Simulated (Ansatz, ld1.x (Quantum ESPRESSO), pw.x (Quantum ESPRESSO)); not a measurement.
## Equation-of-state test of one TM potential (germanium (Ge))

| Quantity | Value |
| --- | --- |
| Element | Ge |
| Generator | ld1.x (Quantum ESPRESSO) 7.5 |
| Type | norm-conserving Troullier–Martins (Kleinman–Bylander form) |
| Functional | PBE |
| Relativity | scalar-relativistic |
| Frozen core | [Ar] 3d10 |
| Valence charge | 4 |
| Reference configuration | 4s2 4p2 |
| Partial waves | 4s (bound): rc 1.50 bohr; 4p (bound): rc 1.85 bohr; 4d channel at 0.15 Ry: rc 1.70 bohr |
| Local potential | all-electron potential smoothed inside 1.25 bohr (lloc = -2) |
| Core correction | none |

Crystal test: bcc Ge in pw.x 7.5, no spin, 14³ k-points, Fermi–Dirac smearing 0.01 Ry, cutoffs 55/220 Ry. The reference is all-electron LAPW (Ansatz 0.2.0) with the same functional, mesh and smearing; V0 and B0 come from Birch–Murnaghan fits to the pressures at five volumes. Errors are pseudo minus all-electron; Δ is the rms difference of the E(V) curves that follow from these fits, minima aligned, over ±6 % about the mean V0. Mesh and smearing are coarse, so the numbers serve the comparison and aren't converged zero-temperature values; the lattice is a test structure that the element need not adopt.

| V (Å³/atom) | P all-electron (GPa) | P pseudo (GPa) |
| --- | --- | --- |
| 18.392 | 3.30 | -4472.75 |
| 18.876 | 1.36 | -4347.31 |
| 19.360 | -0.33 | -4230.48 |
| 19.844 | -1.80 | -4127.57 |
| 20.328 | -3.08 | -4029.37 |

All-electron: a0 = 3.377 Å (V0 = 19.26 Å³/atom), B0 = 64.5 GPa.

Pseudopotential: converged, but broken (pressure over 100 GPa off). The pressure does not cross zero within the volumes sampled, so no fit is given. The pseudo pressure rises with volume over the whole range, a mechanical instability. Note: ghost state, extra bound levels that the all-electron valence spectrum of the same l lacks: d at -146.0 eV. A true bound ghost makes a file unfit for plane-wave use. A pressure error of this size marks a broken potential; the numbers have no physical meaning.

Q: At the middle volume, how do free energy and pressure move when the wave cutoff is lowered (ecutrho kept at four times it)?

A:

| cutoff (Ry) | shift of F (meV/atom) | shift of P (GPa) |
| --- | --- | --- |
| 25 | +143007.7 | +4201.56 |
| 33 | +142658.5 | +4183.48 |
| 44 | +133819.2 | +3164.19 |

Input at the middle volume:

```
&control
  calculation='scf', prefix='x', pseudo_dir='./', outdir='./tmp', tstress=.true., disk_io='none'
/
&system
  ibrav=0, nat=1, ntyp=1, ecutwfc=55, ecutrho=220, nbnd=9,
  occupations='smearing', smearing='fd', degauss=0.01
/
&electrons
  conv_thr=1e-09, mixing_beta=0.4, electron_maxstep=70
/
ATOMIC_SPECIES
Ge 1.0 Ge.UPF
CELL_PARAMETERS angstrom
  -1.69153811 1.69153811 1.69153811
  1.69153811 -1.69153811 1.69153811
  1.69153811 1.69153811 -1.69153811
ATOMIC_POSITIONS crystal
Ge 0.0000 0.0000 0.0000
K_POINTS automatic
14 14 14 0 0 0
```

```bash
pw.x < Ge.scf.in > Ge.scf.out
```

Lines of the output:

```
Message from routine setup:
     using ibrav=0 with symmetry is DISCOURAGED, use correct ibrav instead
     lattice parameter (alat)  =       5.5366  a.u.
     unit-cell volume          =     130.6478 (a.u.)^3
     number of electrons       =         4.00
     number of Kohn-Sham states=            9
     kinetic-energy cutoff     =      55.0000  Ry
     charge density cutoff     =     220.0000  Ry
     scf convergence threshold =      1.0E-09
     Exchange-correlation= PBE
     number of k points=   104  Fermi-Dirac smearing, width (Ry)=  0.0100
     iteration #  1     ecut=    55.00 Ry     beta= 0.40
     total energy              =     -19.22311363 Ry
     estimated scf accuracy    <       4.03617245 Ry
     iteration #  2     ecut=    55.00 Ry     beta= 0.40
     total energy              =     -18.26719586 Ry
     estimated scf accuracy    <       1.40618508 Ry
     iteration #  3     ecut=    55.00 Ry     beta= 0.40
     total energy              =     -18.47578753 Ry
     estimated scf accuracy    <       0.05395864 Ry
     iteration #  4     ecut=    55.00 Ry     beta= 0.40
     total energy              =     -18.43673277 Ry
     estimated scf accuracy    <       0.06526369 Ry
     iteration #  5     ecut=    55.00 Ry     beta= 0.40
     negative rho (up, down):  1.480E-05 0.000E+00
     total energy              =     -18.43969941 Ry
     estimated scf accuracy    <       0.00254879 Ry
     iteration #  6     ecut=    55.00 Ry     beta= 0.40
     negative rho (up, down):  1.779E-06 0.000E+00
     total energy              =     -18.44032965 Ry
     estimated scf accuracy    <       0.00089783 Ry
     iteration #  7     ecut=    55.00 Ry     beta= 0.40
     total energy              =     -18.44045511 Ry
     estimated scf accuracy    <       0.00041617 Ry
     iteration #  8     ecut=    55.00 Ry     beta= 0.40
     total energy              =     -18.44006859 Ry
     estimated scf accuracy    <       0.00078399 Ry
     iteration #  9     ecut=    55.00 Ry     beta= 0.40
     total energy              =     -18.44016135 Ry
     estimated scf accuracy    <       0.00001700 Ry
     iteration # 10     ecut=    55.00 Ry     beta= 0.40
     total energy              =     -18.44019827 Ry
     estimated scf accuracy    <       0.00000808 Ry
     iteration # 11     ecut=    55.00 Ry     beta= 0.40
     total energy              =     -18.44015965 Ry
     estimated scf accuracy    <       0.00006832 Ry
     iteration # 12     ecut=    55.00 Ry     beta= 0.40
     total energy              =     -18.44016743 Ry
     estimated scf accuracy    <       0.00000008 Ry
     iteration # 13     ecut=    55.00 Ry     beta= 0.40
     total energy              =     -18.44016752 Ry
     estimated scf accuracy    <          7.7E-09 Ry
     iteration # 14     ecut=    55.00 Ry     beta= 0.40
     total energy              =     -18.44016742 Ry
     estimated scf accuracy    <       0.00000018 Ry
     iteration # 15     ecut=    55.00 Ry     beta= 0.40
     total energy              =     -18.44016746 Ry
     estimated scf accuracy    <       0.00000003 Ry
     iteration # 16     ecut=    55.00 Ry     beta= 0.40
     total energy              =     -18.44016744 Ry
     estimated scf accuracy    <       0.00000003 Ry
     iteration # 17     ecut=    55.00 Ry     beta= 0.40
     the Fermi energy is   -20.8229 ev
!    total energy              =     -18.44016744 Ry
     estimated scf accuracy    <          8.2E-10 Ry
     smearing contrib. (-TS)   =      -0.00651215 Ry
     The total energy is F=E-TS. E is the sum of the following terms:
     one-electron contribution =      -8.87031165 Ry
     hartree contribution      =       4.01568770 Ry
     xc contribution           =      -4.47111046 Ry
     ewald contribution        =      -9.10792088 Ry
     convergence has been achieved in  17 iterations
          total   stress  (Ry/bohr**3)                   (kbar)     P=   -42304.84
     Message from routine punch:
     Nothing written, as per user request (disk_io='none')
```

The run at the middle volume (104 k-points, 17 iterations) took about 23 s on one core of a shared host (Neoverse-V1, 64 threads, 251 GiB, load 29).
